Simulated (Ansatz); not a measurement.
Method: DFT PBE, scalar-relativistic, plane waves, PAW in Ansatz 0.2.0. All cells share a 420 eV cutoff and Γ-centred k meshes spaced at most about 0.3 Å⁻¹ (about 0.25 or finer for metals, 2π included). No spin polarisation.

These are static total energies at zero pressure.

Question: Order these relaxed structures of BaHf3O2 by energy, lowest first, with the energy over the lowest of them.
A.

```xyz
6
Lattice="3.1670 0.0000 0.0000 0.0000 3.1670 0.0000 0.0000 0.0000 10.7991" Properties=species:S:1:pos:R:3 pbc="T T T"
Ba    0.0000    0.0000    5.3996
Hf    1.5835    1.5835    8.5363
Hf    1.5835    1.5835    2.2629
Hf    0.0000    0.0000    0.0000
O     0.0000    0.0000    2.4772
O     0.0000    0.0000    8.3219
```

B.

```xyz
6
Lattice="3.0789 0.0000 0.0000 0.0000 3.0789 0.0000 0.0000 0.0000 12.3177" Properties=species:S:1:pos:R:3 pbc="T T T"
Ba    1.5394    1.5394    6.1588
Hf    0.0000    0.0000    0.0000
Hf    0.0000    0.0000    9.3546
Hf    0.0000    0.0000    2.9631
O     1.5394    1.5394    9.0060
O     1.5394    1.5394    3.3117
```

Answer: A (0 meV/atom), B (369 meV/atom). Forms: A P4/mmm; B P4/mmm. Counting O atoms around Ba and Hf (those within 1.25 times the shortest such distance or 1.15 times the sum of covalent radii; the shortest distance is added where it is long for a bond; a slash parts the counts of unlike sites): A has Ba 2, Hf 2/4; B has Ba 2, Hf 4/8 from 4.0 Å. Both come from invented guesses.

Spin–orbit coupling, which can matter for Hf, is left out. Cells relaxed within their symmetry can be saddle points. Some candidate types were left out of the draw beforehand, so a known form may be missing.
